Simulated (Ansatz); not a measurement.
# Aluminium, dhcp under PBEsol: from relaxation to bulk modulus

Aim: take aluminium in the dhcp structure, relax it, solve it on a dense k-mesh, then scale the cell to 7 volumes from 88 to 112 % of the relaxed one and try a fit of the equation of state. Spin polarisation is left out. The k-meshes are 13×13×4 for the relaxation; 17×17×5 for the dense run; 14×14×4 for the volumes.

Computed with Ansatz 0.2.0 (DFT PBEsol, plane waves (420 eV) with PAW, scalar-relativistic; the PAW data stem from PBE, with regenerated cores, unless a step says otherwise).

**1. The structure to begin with**

It takes space group P6_3/mmc (No. 194, hexagonal). The conventional cell has a = 2.863 Å, b = 2.863 Å, c = 9.352 Å, α = 90.00°, β = 90.00°, γ = 120.00°. Al (site symmetry -3m) has 12 Al at 2.86 Å as nearest neighbours. Al (site symmetry -6m2) has 12 Al at 2.86 Å as nearest neighbours.

As a file:

```
CELL_PARAMETERS angstrom
2.86348 0.00000 0.00000
-1.43174 2.47985 0.00000
0.00000 0.00000 9.35213
ATOMIC_POSITIONS crystal
Al 0.00000 0.00000 0.00000
Al 0.00000 0.00000 0.50000
Al 0.33333 0.66667 0.25000
Al 0.66667 0.33333 0.75000
```

**2. Relaxing cell and atoms**

The input, input.yaml:

```yaml
crystal:
  lattice:
    - [2.863481482, 0.0, 0.0]
    - [-1.431740741, 2.4798477067, 0.0]
    - [0.0, 0.0, 9.3521305203]
  atoms:
    - { symbol: Al, position: [0.0, 0.0, 0.0] }
    - { symbol: Al, position: [0.0, 0.0, 0.5] }
    - { symbol: Al, position: [0.3333333333, 0.6666666667, 0.25] }
    - { symbol: Al, position: [0.6666666667, 0.3333333333, 0.75] }
hamiltonian:
  xc: pbesol
  pseudopotentials:
    kind: paw
    azcp:
      Al: "pseudopotentials/Al.paw.azcp"
basis:
  ecutwfc: 420
  fft_grid_basis: typed
kpoints:
  mp_grid: { grid: [13, 13, 4], shift: [0, 0, 0] }
magnetization:
  spin_polarized: false
scf:
  occupations: { method: fermi_dirac, width: 0.1 }
relax:
  max_steps: 60
  f_tol: 0.01
  cell: {}
```

Output, cut to the lines that bear on the results:

```text
Warning: <dir> the record states the generating functional pbe (its physics header spells it `PBE`), which answers neither for hamiltonian.xc's functional nor for the pbesol family's — results may be inconsistent (PPs are generated against a specific XC)
Warning: RAYON_NUM_THREADS=2 ignored (pool sized by the plan → 2); use --threads N
[...]
Pseudopotentials: kind: paw
Pseudopotential: Al, paw, valence charge 3, recommended cutoff 420 eV (normal), <dir>
Functional definition: PBEsol
[...]
Crystal: 4 atoms, lattice volume = 66.409 Å³
Basis set: ecut = 420 eV, 1315 PW (Γ), exchange–correlation on 40×40×128 points (8 copies of the dense FFT grid, shifted against one another)
Bands: 10, of which v1, the nominal top of the filled ones, is band 6 counted from 1 (5 counted from 0)
Symmetry: 24 space group operations
Space group: P63/mmc (ITA 194), of the structure as read, at distance tolerance 4.0e-5 Å
k-points: 63 of 676
[...]
SCF iter   1: F=—  HF=-2098.159368 eV  |F-HF|=—  |Δ(HF+E_count)|=         —  Δρ=1.19e-3  dr2=1.05e-3  ethr=1.77e-3  ⟨swp⟩=6.8  Hψ=11917  notcnv=0  defer=16
[...]
relax step   1: F+E_penalty+E_count = -2098.15911950 eV  Δ(F+E_penalty+E_count) = +0.000e0 eV  max|allowed force component| = 1.850e-17 eV/Å  Δτ_max = 0.0000 Å  P = -1.752 GPa  Ω = 66.409 Å³  (6 SCF iters, dr2 threshold 1.00e-7 eV, accepted)
[...]
relax step   5: F+E_penalty+E_count = -2098.16900291 eV  Δ(F+E_penalty+E_count) = -1.297e-4 eV  max|allowed force component| = 2.255e-17 eV/Å  Δτ_max = 0.0000 Å  P = -0.001 GPa  Ω = 64.974 Å³  energy of the carried Pulay correction = +5.674e-4 eV  (6 SCF iters, dr2 threshold 3.09e-8 eV, accepted)
[...]
relax step   6: F+E_penalty+E_count = -2098.16852392 eV  Δ(F+E_penalty+E_count) = +4.790e-4 eV  max|allowed force component| = 1.850e-17 eV/Å  Δτ_max = 0.0000 Å  P = -0.015 GPa  Ω = 64.974 Å³  stress off target by 2.35e-2 GPa  SCF on the basis re-selected at this cell (its energy is not [...]
SCF converged after 6 iterations
Free energy (F): -2098.168524 eV
[...]
E sigma→0 (E₀):  -2098.143945 eV
Entropy (-TS):   -0.049158 eV (-12.290 meV/atom)
Fermi energy:    8.021777 eV
[...]
--- Forces (eV/Å), atoms counted from 1 ---
  atom   1  Al     0.00000000     0.00000000     0.00000000
  atom   2  Al     0.00000000     0.00000000     0.00000000
  atom   3  Al     0.00000000     0.00000000     0.00000000
  atom   4  Al     0.00000000    -0.00000000     0.00000000
[...]
--- Stress (GPa, compression-positive) ---
       -0.010467       0.000000       0.000000
       -0.000000      -0.010467       0.000000
        0.000000       0.000000      -0.023483
  P = ⅓ Tr σ = -0.0148 GPa (-0.148 kbar)
--- Relaxed structure (5 steps of the walk, 5 accepted, 1 SCFs on fresh bases) ---
  F+E_penalty+E_count = -2098.16852392 eV   max|allowed force component| = 1.850e-17 eV/Å   (the final SCF, on the basis selected at the relaxed cell)
  cell:  # Å, volume = 64.9744 Å³
    - [2.829471220207579, 5.674317595309988e-36, 0.0]
    - [-1.4147356101037896, 2.450393955976717, 0.0]
    - [0.0, 0.0, 9.371328723570953]
  atoms:
    - { symbol: Al, position: [-2.2831232559112097e-34, 1.9011312658358e-35, -4.9338566740616206e-36] }
    - { symbol: Al, position: [-2.2535319768755267e-34, 4.651704161087571e-35, 0.5] }
    - { symbol: Al, position: [0.3333333333333333, 0.6666666666666667, 0.25] }
    - { symbol: Al, position: [0.6666666666666667, 0.33333333333333337, 0.75] }
```

Wall time 9.2 s (2 threads of Arm Neoverse V1, shared host); peak memory 0.35 GiB.

Step by step:

| step | energy change (meV/atom) | largest force (eV/Å) | pressure (GPa) | volume (Å³/atom) |
| --- | --- | --- | --- | --- |
| 1 | 0.00 | 0.0000 | -1.75 | 16.602 |
| 2 | -2.20 | 0.0000 | 0.60 | 16.120 |
| 3 | -2.40 | 0.0000 | 0.01 | 16.234 |
| 4 | -2.44 | 0.0000 | -0.03 | 16.244 |
| 5 | -2.47 | 0.0000 | 0.00 | 16.244 |
| 6 | -2.35 | 0.0000 | -0.01 | 16.244 |

Steps that repeat a cell are solved on a basis chosen anew, so their changes of energy are no gain of the relaxation.

Changes in the cell that was computed:

|  | before | after | change |
| --- | --- | --- | --- |
| a (Å) | 2.863 | 2.829 | -1.2 % |
| b (Å) | 2.863 | 2.829 | -1.2 % |
| c (Å) | 9.352 | 9.371 | +0.2 % |
| volume (Å³/atom) | 16.602 | 16.244 | -2.2 % |
| shortest distance (Å) | 2.863 | 2.829 | -1.2 % |
| space group (spins left aside) | P6_3/mmc | P6_3/mmc | same |

**3. Single point on a dense mesh**

The input, input.yaml:

```yaml
crystal:
  lattice:
    - [2.8294712202, 0.0, 0.0]
    - [-1.4147356101, 2.450393956, 0.0]
    - [0.0, 0.0, 9.3713287236]
  atoms:
    - { symbol: Al, position: [1.0, 0.0, 1.0] }
    - { symbol: Al, position: [1.0, 0.0, 0.5] }
    - { symbol: Al, position: [0.3333333333, 0.6666666667, 0.25] }
    - { symbol: Al, position: [0.6666666667, 0.3333333333, 0.75] }
hamiltonian:
  xc: pbesol
  pseudopotentials:
    kind: paw
    azcp:
      Al: "pseudopotentials/Al.paw.azcp"
basis:
  ecutwfc: 420
  fft_grid_basis: typed
kpoints:
  mp_grid: { grid: [17, 17, 5], shift: [0, 0, 0] }
magnetization:
  spin_polarized: false
scf:
  occupations: { method: fermi_dirac, width: 0.1 }
```

Output, cut to the lines that bear on the results:

```text
Warning: <dir> the record states the generating functional pbe (its physics header spells it `PBE`), which answers neither for hamiltonian.xc's functional nor for the pbesol family's — results may be inconsistent (PPs are generated against a specific XC)
Warning: RAYON_NUM_THREADS=2 ignored (pool sized by the plan → 2); use --threads N
[...]
[... 3 set-up lines as earlier in the session ...]
[...]
Crystal: 4 atoms, lattice volume = 64.974 Å³
Basis set: ecut = 420 eV, 1279 PW (Γ)
Bands: 10, of which v1, the nominal top of the filled ones, is band 6 counted from 1 (5 counted from 0)
[... 2 set-up lines as earlier in the session ...]
k-points: 99 of 1445
[...]
SCF iter   1: F=—  HF=-2098.165277 eV  |F-HF|=—  |Δ(HF+E_count)|=         —  Δρ=1.20e-3  dr2=9.85e-4  ethr=1.77e-3  ⟨swp⟩=7.1  Hψ=19159  notcnv=0  defer=16
[...]
SCF iter   6: F=-2098.165070 eV  HF=-2098.165070 eV  |F-HF|=6.33e-10  |Δ(HF+E_count)|=   3.64e-9  Δρ=1.01e-6  dr2=1.09e-9  ethr=1.15e-10  ⟨swp⟩=1.0  Hψ=3052  notcnv=0
[...]
SCF converged after 6 iterations
Free energy (F): -2098.165070 eV
[...]
E sigma→0 (E₀):  -2098.139525 eV
Entropy (-TS):   -0.051091 eV (-12.773 meV/atom)
Fermi energy:    8.046131 eV
[...]
```

Run time: 3.2 s. Hardware: 2 threads of Arm Neoverse V1, shared host; peak memory 0.35 GiB.

**4. At 88 % of the relaxed volume**

Edit input.yaml of step 3 so:

```diff
@@ -2,5 +2,5 @@
   lattice:
-    - [2.8294712202, 0.0, 0.0]
-    - [-1.4147356101, 2.450393956, 0.0]
-    - [0.0, 0.0, 9.3713287236]
+    - [2.7114369179, 0.0, 0.0]
+    - [-1.3557184589, 2.3481732517, 0.0]
+    - [0.0, 0.0, 8.9803941066]
   atoms:
@@ -20,3 +20,3 @@
 kpoints:
-  mp_grid: { grid: [17, 17, 5], shift: [0, 0, 0] }
+  mp_grid: { grid: [14, 14, 4], shift: [0, 0, 0] }
 magnetization:
@@ -25 +25,8 @@
   occupations: { method: fermi_dirac, width: 0.1 }
+  lower_state_search: "off"
+output:
+  stress: true
+  write_density: true
+  write_potential: true
+  elf: true
+  volumetric_format: npy
```

Output, cut to the lines that bear on the results:

```text
Warning: <dir> the record states the generating functional pbe (its physics header spells it `PBE`), which answers neither for hamiltonian.xc's functional nor for the pbesol family's — results may be inconsistent (PPs are generated against a specific XC)
Warning: RAYON_NUM_THREADS=2 ignored (pool sized by the plan → 2); use --threads N
[...]
[... 3 set-up lines as earlier in the session ...]
[...]
Crystal: 4 atoms, lattice volume = 57.177 Å³
Basis set: ecut = 420 eV, 1129 PW (Γ)
Bands: 10, of which v1, the nominal top of the filled ones, is band 6 counted from 1 (5 counted from 0)
[... 1 set-up line as earlier in the session ...]
Space group: P63/mmc (ITA 194), of the structure as read, at distance tolerance 3.9e-5 Å
k-points: 72 of 784
[...]
SCF iter   1: F=—  HF=-2097.866455 eV  |F-HF|=—  |Δ(HF+E_count)|=         —  Δρ=1.99e-3  dr2=2.32e-3  ethr=1.77e-3  ⟨swp⟩=7.2  Hψ=14149  notcnv=0  defer=10
[...]
SCF iter   6: F=-2097.865646 eV  HF=-2097.865646 eV  |F-HF|=6.18e-10  |Δ(HF+E_count)|=  7.13e-10  Δρ=9.82e-7  dr2=9.39e-10  ethr=6.51e-11  ⟨swp⟩=7.7  Hψ=5277  notcnv=0
[...]
SCF converged after 6 iterations
Free energy (F): -2097.865646 eV
[...]
E sigma→0 (E₀):  -2097.842952 eV
Entropy (-TS):   -0.045388 eV (-11.347 meV/atom)
Fermi energy:    9.457448 eV
[...]
--- Stress (GPa, compression-positive) ---
       13.947371       0.000000      -0.000000
        0.000000      13.947371       0.000000
       -0.000000       0.000000      13.465022
  P = ⅓ Tr σ = 13.7866 GPa (137.866 kbar)
--- Band table (eV; the first three rows and the last of 72) ---
  k-point 0: bands = ["-2.6916", "-0.8749", "-0.8708", "4.2025", "4.6933", "12.8974", "12.9086", "21.3804", "21.3804", "21.4273", "21.4273", "22.2332", "22.2869", "22.2869"]
[...]
```

Run time: 2.4 s. Hardware: 2 threads of Arm Neoverse V1, shared host; peak memory 0.33 GiB.

Density in a lattice plane of the grid's cell (edges 2.71 and 8.98 Å, at 0.000 of the third edge), which holds Al.

Ten even steps from '0' (0.06 e/Å³) to '9' (0.25 e/Å³):
```
13798973
88877788
88887888
89988899
99987899
89988899
88887888
89877789
13798973
00599950
13798973
89877789
88887888
89988899
99987899
89988899
88887888
88877788
13798973
00599950
```
Columns run along the first of these edges and rows up along the second, over one cell in 8 and 20 even steps from the bottom left corner. Atoms in the plane (fractional): Al at (0.00, 0.00), Al at (0.00, 0.50).

ELF in the same plane.

Values, 12 rows by 6 columns:
```
0.33 0.47 0.55 0.52 0.55 0.47
0.58 0.58 0.55 0.51 0.55 0.58
0.61 0.63 0.55 0.39 0.55 0.63
0.58 0.57 0.55 0.51 0.55 0.57
0.32 0.46 0.55 0.52 0.55 0.46
0.19 0.05 0.53 0.63 0.53 0.05
0.32 0.46 0.55 0.52 0.55 0.46
0.58 0.57 0.55 0.51 0.55 0.57
0.61 0.63 0.55 0.39 0.55 0.63
0.58 0.58 0.55 0.51 0.55 0.58
0.33 0.47 0.55 0.52 0.55 0.47
0.19 0.05 0.53 0.63 0.53 0.05
```
Columns run along the first of these edges and rows up along the second, over one cell in 6 and 12 even steps from the bottom left corner. Atoms in the plane (fractional): Al at (0.00, 0.00), Al at (0.00, 0.50).

Both are smooth fields of the valence electrons: close to the nuclei they are not physical.

Maxima of ELF outside the ion cores: 0.66 beside Al, off the lines to its neighbours, 1.2 Å from Al; 0.64 on the Al–Al line, 1.4 Å from Al.

**5. At 92 % of the relaxed volume**

Edit input.yaml of step 4 so:

```diff
@@ -2,5 +2,5 @@
   lattice:
-    - [2.7114369179, 0.0, 0.0]
-    - [-1.3557184589, 2.3481732517, 0.0]
-    - [0.0, 0.0, 8.9803941066]
+    - [2.7519120929, 0.0, 0.0]
+    - [-1.3759560464, 2.3832257814, 0.0]
+    - [0.0, 0.0, 9.1144496034]
   atoms:
```

Output, cut to the lines that bear on the results:

```text
Warning: <dir> the record states the generating functional pbe (its physics header spells it `PBE`), which answers neither for hamiltonian.xc's functional nor for the pbesol family's — results may be inconsistent (PPs are generated against a specific XC)
Warning: RAYON_NUM_THREADS=2 ignored (pool sized by the plan → 2); use --threads N
[...]
[... 3 set-up lines as earlier in the session ...]
[...]
Crystal: 4 atoms, lattice volume = 59.776 Å³
Basis set: ecut = 420 eV, 1177 PW (Γ)
Bands: 10, of which v1, the nominal top of the filled ones, is band 6 counted from 1 (5 counted from 0)
[... 2 set-up lines as earlier in the session ...]
k-points: 72 of 784
[...]
SCF iter   1: F=—  HF=-2098.042468 eV  |F-HF|=—  |Δ(HF+E_count)|=         —  Δρ=1.68e-3  dr2=1.74e-3  ethr=1.77e-3  ⟨swp⟩=7.1  Hψ=14041  notcnv=0  defer=10
[...]
SCF iter   6: F=-2098.041929 eV  HF=-2098.041929 eV  |F-HF|=2.93e-10  |Δ(HF+E_count)|=  4.25e-10  Δρ=7.17e-7  dr2=4.74e-10  ethr=4.65e-11  ⟨swp⟩=7.4  Hψ=5181  notcnv=0
[...]
SCF converged after 6 iterations
Free energy (F): -2098.041929 eV
[...]
E sigma→0 (E₀):  -2098.018148 eV
Entropy (-TS):   -0.047563 eV (-11.891 meV/atom)
Fermi energy:    8.957574 eV
[...]
--- Stress (GPa, compression-positive) ---
        8.197197      -0.000000      -0.000000
       -0.000000       8.197197      -0.000000
       -0.000000      -0.000000       8.052474
  P = ⅓ Tr σ = 8.1490 GPa (81.490 kbar)
--- Band table (eV; the first three rows and the last of 72) ---
  k-point 0: bands = ["-2.8719", "-1.1076", "-1.1017", "3.8840", "4.2567", "12.3058", "12.3163", "20.5726", "20.5726", "20.5946", "20.5946", "21.4873", "21.4873", "21.4879"]
[...]
```

Wall time 2.4 s (2 threads of Arm Neoverse V1, shared host); peak memory 0.33 GiB.

[end of part 1 of 2]
